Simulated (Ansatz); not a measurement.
**CdSe: band structure with LDA**

CdSe:

```xyz
2
Lattice="0.0000 2.8740 2.8740 2.8740 0.0000 2.8740 2.8740 2.8740 0.0000" Properties=species:S:1:pos:R:3 pbc="T T T"
Cd    0.0000    0.0000    0.0000
Se    2.8740    2.8740    2.8740
```

Measurements of this composition are mostly on another form, of space group No. 186.

```json
{"Program": "Ansatz 0.2.0", "Task": "band structure", "Functional": "LDA", "Potentials or basis": "all-electron LAPW, scalar-relativistic", "Cutoff": "218 eV (chosen from the basis error)", "Basis error allowed": "0.001 eV/atom", "k mesh": "8 × 8 × 8", "Occupations": "fermi-dirac, width 0.05 eV", "Spin": "no spin polarisation"}
```

```
Pressure                : -6.0 GPa
Band gap along the path : none (metal or under the smearing width)
```

Levels at the corners of the path, in eV from the Fermi level:
```csv
point,band 20,band 21,band 22,band 23,band 24,band 25
Γ,-0.71,-0.71,-0.71,-0.25,8.58,8.58
X,-4.19,-2.15,-2.15,-0.74,5.36,9.41
W,-3.24,-3.24,-3.19,2.70,5.58,7.23
K,-3.73,-3.65,-1.48,1.23,6.07,7.88
Γ,-0.71,-0.71,-0.71,-0.25,8.58,8.58
L,-5.08,-0.11,-0.11,2.78,5.06,5.06
U,-3.73,-3.65,-1.48,1.23,6.07,7.88
W,-3.24,-3.24,-3.19,2.70,5.58,7.23
```

Run time: 14 s on 1 thread of Arm Neoverse V1, with other jobs on the host, peak memory 0.28 GiB.
